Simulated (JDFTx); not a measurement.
PbF2 (Fluorocronite):

```
Pb F
1.0
     0.00000    2.96366    2.96366
     2.96366    0.00000    2.96366
     2.96366    2.96366    0.00000
Pb F
1 2
Direct
  0.00000 0.00000 0.00000
  0.75000 0.75000 0.75000
  0.25000 0.25000 0.25000
```

```yaml
Program: JDFTx 1.7.0 (patched build)
Task: single point
Functional: PBEsol
Potentials_or_basis: PseudoDojo-SR-PBEsol-0.4.1-standard with smoothed tails
Cutoff: 1143 eV
Density_cutoff: 9143 eV
k_mesh: 8 × 8 × 8
Occupations: fermi-dirac, width 0.05 eV
Spin: no spin polarisation
```

On this cell: pressure -1.0 GPa; largest force zero by symmetry; band gap on the k mesh 4.32 eV, indirect (least direct gap 4.47 eV).

The same run follows on a disturbed copy (atoms moved at random, drawn with an rms of 0.05 Å):

```
Pb F
1.0
     0.00000    2.96366    2.96366
     2.96366    0.00000    2.96366
     2.96366    2.96366    0.00000
Pb F
1 2
Direct
  0.98240 0.99974 0.00207
  0.75164 0.74372 0.76022
  0.26519 0.24966 0.24220
```

Q: What changes?

A: The energy moves by +4.3 meV/atom; pressure -0.7 GPa; largest force 0.212 eV/Å; band gap on the k mesh 4.28 eV, indirect (least direct gap 4.47 eV).

Forces on the atoms (eV/Å):
```
Pb  -0.031  0.121  0.110
F   -0.077 -0.078  0.068
F    0.107 -0.043 -0.178
```

Stress tensor (GPa, compression positive):
```
-0.76 -0.48  0.05
-0.48 -0.72  0.42
 0.05  0.42 -0.71
```

Caveats: spin-orbit coupling is left out, which as a rule narrows the gap of such compounds by several tenths of an eV.

A k mesh can miss the band edges.
